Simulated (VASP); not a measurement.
# Cs in VASP: reference runs

Reference runs on Cs: the cell as given.

Program: VASP 6.6.1. These are calculated values, not measurements. Logs are shortened: lines on timing, memory, paths and dates and some standing lists are left out, and cuts for length are marked.

## (1) The cell of the first run

The cell holds a slab with vacuum, 8 atoms: a = 5.566 Å, b = 5.566 Å, c = 47.413 Å, α = 90.00°, β = 90.00°, γ = 120.00°.

The slab is cut from a database's or a generator's crystal, which needn't be the stable form of the element.

## (2) Single point, PBE (the (0 0 1) slab of Cs, cut from the database cell, not relaxed)

Input file INCAR:

```
SYSTEM = Cs
  PREC = Accurate
  ENCUT = 520
  EDIFF = 1E-7
  ISMEAR = -1
  SIGMA = 0.05
  LREAL = .FALSE.
  LASPH = .TRUE.
  NELM = 100
  ALGO = Normal
  ISIF = 2
  LWAVE = .FALSE.
  LCHARG = .TRUE.
  LDIPOL = .TRUE.
  IDIPOL = 3
  DIPOL = 0.5 0.5 0.500
  GGA = PE
  LELF = .TRUE.
  LVHAR = .TRUE.
  LVACPOTAV = .TRUE.
  NBANDS = 46
```

Input file KPOINTS:

```
Automatic mesh
0
G
  6 6 1
  0 0 0
```

Input file POSCAR:

```
Cs
1.0
    5.5659085693      0.0000000000      0.0000000000
   -2.7829542846      4.8202182162      0.0000000000
    0.0000000000      0.0000000000     47.4127565475
Cs
8
Direct
    0.3333333300      0.6666666600      0.1581852764
    0.0000000000      0.0000000000      0.2558466260
    0.6666666700      0.3333333400      0.3535079756
    0.0000000000      0.0000000000      0.4511693252
    0.3333333300      0.6666666600      0.5488306748
    0.0000000000      0.0000000000      0.6464920244
    0.6666666700      0.3333333400      0.7441533740
    0.0000000000      0.0000000000      0.8418147236
```

Potentials or basis: VASP PAW PBE potentials, release 64 (Cs_sv).

On the command line:

```console
$ cat potpaw_PBE.64/Cs_sv/POTCAR > POTCAR
$ mpirun -np 1 vasp_std > vasp.out
```

OUTCAR:

```text
SYSTEM = Cs
   PREC = Accurate
   ENCUT = 520
   EDIFF = 1E-7
   ISMEAR = -1
   LREAL = .FALSE.
   LASPH = .TRUE.
   NELM = 100
   ISIF = 2
   GGA = PE

 ion  position               nearest neighbor table
   1  0.333  0.667  0.158-
   2  0.000  0.000  0.256-
   3  0.667  0.333  0.354-
   4  0.000  0.000  0.451-
   5  0.333  0.667  0.549-
   6  0.000  0.000  0.646-
   7  0.667  0.333  0.744-
   8  0.000  0.000  0.842-

  LATTYP: Found a hexagonal cell.
 ALAT       =     5.5659085693
 C/A-ratio  =     8.5184217378

  Lattice vectors:

 A1 = (   5.5659085693,   0.0000000000,   0.0000000000)
 A2 = (  -2.7829542846,   4.8202182162,   0.0000000000)
 A3 = (   0.0000000000,   0.0000000000,  47.4127565475)

Analysis of symmetry for initial positions (statically):
=====================================================================
 Subroutine PRICEL returns:
 Original cell was already a primitive cell.

 Routine SETGRP: Setting up the symmetry group for a
 hexagonal supercell.

 Subroutine GETGRP returns: Found  6 space group operations
 (whereof  6 operations were pure point group operations)
 out of a pool of 24 trial point group operations.

The static configuration has the point symmetry C_3v.

Analysis of symmetry for dynamics (positions and initial velocities):
=====================================================================
 Subroutine PRICEL returns:
 Original cell was already a primitive cell.

 Routine SETGRP: Setting up the symmetry group for a
 hexagonal supercell.

 Subroutine GETGRP returns: Found  6 space group operations
 (whereof  6 operations were pure point group operations)
 out of a pool of 24 trial point group operations.

The dynamic configuration has the point symmetry C_3v.

 Subroutine INISYM returns: Found  6 space group operations
 (whereof  6 operations are pure point group operations),
 and found     1 'primitive' translations

----------------------------------------------------------------------------------------

                                     Primitive cell

  volume of cell :    1272.0318

  direct lattice vectors                    reciprocal lattice vectors
     5.565908569  0.000000000  0.000000000     0.179665186  0.103729744  0.000000000
    -2.782954285  4.820218216  0.000000000     0.000000000  0.207459487  0.000000000
     0.000000000  0.000000000 47.412756548     0.000000000  0.000000000  0.021091370

  length of vectors
     5.565908569  5.565908569 47.412756548     0.207459487  0.207459487  0.021091370

  position of ions in fractional coordinates (direct lattice)
     0.333333330  0.666666660  0.158185276
     0.000000000  0.000000000  0.255846626
     0.666666670  0.333333340  0.353507976
     0.000000000  0.000000000  0.451169325
     0.333333330  0.666666660  0.548830675
     0.000000000  0.000000000  0.646492024
     0.666666670  0.333333340  0.744153374
     0.000000000  0.000000000  0.841814724

  ion indices of the primitive-cell ions
   primitive index   ion index
                 1           1
                 2           2
                 3           3
                 4           4
                 5           5
                 6           6
                 7           7
                 8           8

----------------------------------------------------------------------------------------

 KPOINTS: Automatic mesh

Automatic generation of k-mesh.
 Grid dimensions read from file:
 generate k-points for:    6    6    1

 Generating k-lattice:

  Cartesian coordinates                     Fractional coordinates (reciprocal lattice)
     0.029944198  0.017288291  0.000000000     0.166666667  0.000000000  0.000000000
     0.000000000  0.034576581  0.000000000     0.000000000  0.166666667  0.000000000
     0.000000000  0.000000000  0.021091370     0.000000000  0.000000000  1.000000000

  Length of vectors
     0.034576581  0.034576581  0.021091370

  Shift w.r.t. Gamma in fractional coordinates (k-lattice)
     0.000000000  0.000000000  0.000000000

 Subroutine IBZKPT returns following result:
 ===========================================

 Found      7 irreducible k-points:

 Following reciprocal coordinates:
            Coordinates               Weight
  0.000000  0.000000  0.000000      1.000000
  0.166667  0.000000  0.000000      6.000000
  0.333333 -0.000000  0.000000      6.000000
  0.500000  0.000000  0.000000      3.000000
  0.166667  0.166667  0.000000      6.000000
  0.333333  0.166667  0.000000     12.000000
  0.333333  0.333333  0.000000      2.000000
   k-points           NKPTS =      7   k-points in BZ     NKDIM =      7   number of bands    NBANDS=     46
   number of dos      NEDOS =    301   number of ions     NIONS =      8
   total plane-waves  NPLWV = 635040
   dimension x,y,z NGX =    42 NGY =   42 NGZ =  360
   dimension x,y,z NGXF=    84 NGYF=   84 NGZF=  720
   ions per type =               8
   NGX,Y,Z   is equivalent  to a cutoff of  12.54, 12.54, 12.62 a.u.
   NGXF,Y,Z  is equivalent  to a cutoff of  25.09, 25.09, 25.25 a.u.
 SYSTEM =  Cs
   PREC   = accura    normal or accurate (medium, high low for compatibility)
   ISTART =      0    job   : 0-new  1-cont  2-samecut
   ICHARG =      2    charge: 1-file 2-atom 10-const
   ISPIN  =      1    spin polarized calculation?
   LNONCOLLINEAR =      F non collinear calculations
   LSORBIT =      F    spin-orbit coupling
   LASPH  =      T    aspherical Exc in radial PAW
   ENCUT  =  520.0 eV  38.22 Ry    6.18 a.u.  10.35 10.35 88.16*2*pi/ulx,y,z
   NELM   =    100;   NELMIN=  2; NELMDL= -5     # of ELM steps
   EDIFF  = 0.1E-06   stopping-criterion for ELM
   LREAL  =      F    real-space projection
   EDIFFG = 0.1E-05   stopping-criterion for IOM
   NSW    =      0    number of steps for IOM
   IBRION =     -1    ionic relax: 0-MD 1-quasi-New 2-CG
   NFREE  =      0    steps in history (QN), initial steepest desc. (CG)
   ISIF   =      2    stress and relaxation
   ISYM   =      2    0-nonsym 1-usesym 2-fastsym
   POTIM  = 0.5000    time-step for ionic-motion
   TEBEG  =    0.0;   TEEND  =   0.0 temperature during run
   PSTRESS=    0.0 pullay stress
   NELECT =      72.0000    total number of electrons
   NUPDOWN=      -1.0000    fix difference up-down
   EMIN   =  10.00;   EMAX   =-10.00  energy-range for DOS
   EFERMI =   0.00;   METHOD = LEGACY
   ISMEAR =    -1;   SIGMA  =   0.05  broadening in eV -4-tet -1-fermi 0-gaus
   EFERMI_NEDOS =   21; number of points for ismear=-14 and -15
   IALGO  =     38    algorithm
   IMIX   =      4    mixing-type and parameters
     AMIX     =   0.40;   BMIX     =  1.00
     AMIX_MAG =   1.60;   BMIX_MAG =  1.00
  volume/ion in A,a.u.               =     159.00      1073.01
  Fermi-wavevector in a.u.,A,eV,Ry     =   0.628569  1.187823  5.375649  0.395099
  Thomas-Fermi vector in A             =   1.690559
   LORBIT       =      0    0 simple, 1 ext, 2 COOP (PROOUT), +10 PAW based schemes
   GGA     = PE    functional components
   LHFCALC =     F    Hartree Fock is set to
   AEXX    =    0.0000 exact exchange contribution
   IVDW    =     0    specifies the selected vdW correction
   LEPSILON=     F    determine dielectric tensor
   LRPA    =     F    only Hartree local field effects (RPA)
 non-spin polarized calculation
  energy-cutoff  :      520.00
  volume of cell :     1272.03
 maximum number of plane-waves:     34359
 NGX is ok and might be reduce to    42
   NGX = 21   NGY = 21   NGZ =177

 dipolmoment           0.000000      0.000000      0.000015 electrons x Angstroem

 number of electron      72.0000009 magnetization

 dipolmoment           0.000000      0.000000     -0.000032 electrons x Angstroem

 Free energy of the ion-electron system (eV)
  ---------------------------------------------------
  ext. energy  EPLUGINS =         0.00000000
  ---------------------------------------------------
  free energy    TOTEN  =        -6.59485728 eV

  energy without entropy =       -6.49367496  energy(sigma->0) =       -6.54426612

 E-fermi :  -0.2158     XC(G=0):  -4.3134

 val. band max:       -0.2713164152   @ k =   0.1667   0.1667   0.0000
 cond. band min:      -0.1977941170   @ k =   0.3333   0.1667   0.0000
 fundamental gap:      0.0735222982
 Fermi energy:        -0.2157701257

 k-point     1 :       0.0000    0.0000    0.0000
  band No.  band energies     occupation
      1     -24.2815      2.00000
      2     -24.2811      2.00000
      3     -24.1101      2.00000
      4     -24.1082      2.00000
      5     -24.0961      2.00000
      6     -24.0959      2.00000
[... 38 lines left out ...]
     45       1.1329      0.00000
     46       1.4055      0.00000

 k-point     2 :       0.1667    0.0000    0.0000
  band No.  band energies     occupation
      1     -24.2807      2.00000
      2     -24.2803      2.00000
      3     -24.1092      2.00000
      4     -24.1076      2.00000
      5     -24.0953      2.00000
      6     -24.0950      2.00000
[... 38 lines left out ...]
     45       1.1806      0.00000
     46       1.4172      0.00000

 k-point     3 :       0.3333   -0.0000    0.0000
  band No.  band energies     occupation
      1     -24.2792      2.00000
      2     -24.2788      2.00000
      3     -24.1074      2.00000
      4     -24.1063      2.00000
      5     -24.0935      2.00000
      6     -24.0933      2.00000
[... 38 lines left out ...]
     45       0.9631      0.00000
     46       0.9785      0.00000

 k-point     4 :       0.5000    0.0000    0.0000
  band No.  band energies     occupation
      1     -24.2785      2.00000
      2     -24.2781      2.00000
      3     -24.1064      2.00000
      4     -24.1058      2.00000
      5     -24.0926      2.00000
      6     -24.0924      2.00000
[... 38 lines left out ...]
     45       0.7859      0.00000
     46       0.8185      0.00000

 k-point     5 :       0.1667    0.1667    0.0000
  band No.  band energies     occupation
      1     -24.2796      2.00000
      2     -24.2792      2.00000
      3     -24.1079      2.00000
      4     -24.1066      2.00000
      5     -24.0940      2.00000
      6     -24.0937      2.00000
[... 38 lines left out ...]
     45       1.1355      0.00000
     46       1.1676      0.00000

 k-point     6 :       0.3333    0.1667    0.0000
  band No.  band energies     occupation
      1     -24.2785      2.00000
      2     -24.2781      2.00000
      3     -24.1064      2.00000
      4     -24.1058      2.00000
      5     -24.0926      2.00000
      6     -24.0924      2.00000
[... 38 lines left out ...]
     45       0.8573      0.00000
     46       0.8849      0.00000

 k-point     7 :       0.3333    0.3333    0.0000
  band No.  band energies     occupation
      1     -24.2781      2.00000
      2     -24.2777      2.00000
      3     -24.1057      2.00000
      4     -24.1057      2.00000
      5     -24.0920      2.00000
      6     -24.0919      2.00000
[... 38 lines left out ...]
     45       0.6966      0.00000
     46       0.6970      0.00000

------------------------ aborting loop because EDIFF is reached ----------------------------------------

  FORCE on cell =-STRESS in cart. coord.  units (eV):
  Direction    XX          YY          ZZ          XY          YZ          ZX
  --------------------------------------------------------------------------------------
  -------------------------------------------------------------------------------------
  Total       -0.5167072     -0.5167072     -0.8902952     -0.0000000     -0.0000000     -0.0000000
  in kB       -0.6508144     -0.6508144     -1.1213641     -0.0000000     -0.0000000     -0.0000000
  external PRESSURE =      -0.8076643 kB  Pullay stress =       0.0000000 kB

 VOLUME and BASIS-vectors are now :
 -----------------------------------------------------------------------------
  energy-cutoff  :      520.00
  volume of cell :     1272.03
      direct lattice vectors                 reciprocal lattice vectors
     5.565908569  0.000000000  0.000000000     0.179665186  0.103729744  0.000000000
    -2.782954285  4.820218216  0.000000000     0.000000000  0.207459487  0.000000000
     0.000000000  0.000000000 47.412756548     0.000000000  0.000000000  0.021091370

 POSITION                                       TOTAL-FORCE (eV/Angst)
 -----------------------------------------------------------------------------------
      0.00000      3.21348      7.50000        -0.000000      0.000000      0.023714
      0.00000      0.00000     12.13039        -0.000000     -0.000000      0.005893
      2.78295      1.60674     16.76079         0.000000     -0.000000     -0.005827
      0.00000      0.00000     21.39118        -0.000000     -0.000000      0.005858
      0.00000      3.21348     26.02158        -0.000000      0.000000     -0.005813
      0.00000      0.00000     30.65197        -0.000000     -0.000000      0.005832
      2.78295      1.60674     35.28236         0.000000     -0.000000     -0.005367
      0.00000      0.00000     39.91276        -0.000000     -0.000000     -0.024290
 -----------------------------------------------------------------------------------
    total drift:                               -0.000000      0.000000     -0.000072

  FREE ENERGIE OF THE ION-ELECTRON SYSTEM (eV)
  ---------------------------------------------------
  free  energy   TOTEN  =        -6.5948572841 eV

  energy  without entropy=       -6.4936749557  energy(sigma->0) =       -6.54426612
```

Run time: 11 min. Hardware: 1 thread of Intel Xeon 6975P-C (Granite Rapids), shared host; peak memory 1.2 GiB.

What came out:

* Free energy: -6.5949 eV
* Largest force: 0.024 eV/Å
* Band gap on the k mesh: none (metal or under the smearing width)

Forces in eV/Å, atoms in the order of the input:
```
Cs   0.000  0.000  0.024
Cs   0.000  0.000  0.006
Cs   0.000  0.000 -0.006
Cs   0.000  0.000  0.006
Cs   0.000  0.000 -0.006
Cs   0.000  0.000  0.006
Cs   0.000  0.000 -0.005
Cs   0.000  0.000 -0.024
```
